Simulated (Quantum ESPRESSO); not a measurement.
Here is a Quantum ESPRESSO 7.5 calculation.

The input pw.in:

```
&CONTROL
  calculation = 'scf'
  prefix = 'pwscf'
  outdir = './tmp'
  pseudo_dir = './pseudo'
  tprnfor = .true.
  tstress = .true.
  disk_io = 'low'
/
&SYSTEM
  ibrav = 0
  nat = 2
  ntyp = 2
  ecutwfc = 55
  ecutrho = 440
  nbnd = 20
  occupations = 'smearing'
  smearing = 'fd'
  degauss = 0.00367493
/
&ELECTRONS
  conv_thr = 4d-10
  electron_maxstep = 120
  mixing_beta = 0.5
/
ATOMIC_SPECIES
Se    78.9710 Se_pbe_v1.uspp.F.UPF
Zn    65.3800 Zn_pbe_v1.uspp.F.UPF
CELL_PARAMETERS angstrom
   0.0000000000    2.8338000000    2.8338000000
   2.8338000000    0.0000000000    2.8338000000
   2.8338000000    2.8338000000    0.0000000000
ATOMIC_POSITIONS crystal
Se     0.7500000000    0.7500000000    0.7500000000
Zn     0.0000000000    0.0000000000    0.0000000000
K_POINTS automatic
8 8 8 0 0 0
```

pp_density.in

```
&INPUTPP
  prefix = 'pwscf'
  outdir = './tmp'
  filplot = 'density.dat'
  plot_num = 0
/
&PLOT
  nfile = 1
  filepp(1) = 'density.dat'
  iflag = 3
  output_format = 6
  fileout = 'density.cube'
/
```

The input pp_potential.in:

```
&INPUTPP
  prefix = 'pwscf'
  outdir = './tmp'
  filplot = 'potential.dat'
  plot_num = 11
/
&PLOT
  nfile = 1
  filepp(1) = 'potential.dat'
  iflag = 3
  output_format = 6
  fileout = 'potential.cube'
/
```

Potentials or basis: SSSP 1.3 efficiency PBE.

Launch:

```console
$ OMP_NUM_THREADS=1 pw.x -in pw.in > pw.out
$ OMP_NUM_THREADS=1 pp.x -in pp_density.in > pp_density.out
$ OMP_NUM_THREADS=1 pp.x -in pp_potential.in > pp_potential.out
```

Problem. Predict the band gap on the k mesh.

Solution. 1.28 eV, direct.

Problem. What does it give for the pressure?

Solution. 2.2 GPa.

**What was measured.**

From “Alloy Disordering Effects on the Thermal Conductivity and Energy Gap Temperature Dependence of Cd1−xZnxSe Ternary Crystals Grown by the Bridgman Method”, 2023, pmc:10253836, for a bulk crystal of ZnSe at 300 K: band gap 2.695 ± 0.003 eV (an exciton energy, a little under the gap).

Against the measured gap of ZnSe, 2.695 eV (an exciton energy, a little under the gap; 300 K; “Alloy Disordering Effects on the Thermal Conductivity and Energy Gap Temperature Dependence of Cd1−xZnxSe Ternary Crystals Grown by the Bridgman Method”, 2023, pmc:10253836), the calculated 1.28 eV is off by -1.41 eV. So large a miss can be the level of theory's own, or it may mean another phase, state or a wrong row. Spin-orbit coupling on Se is left out. The value is that of PBE, without temperature or zero-point motion. Semilocal functionals fall short of measured gaps as a rule.
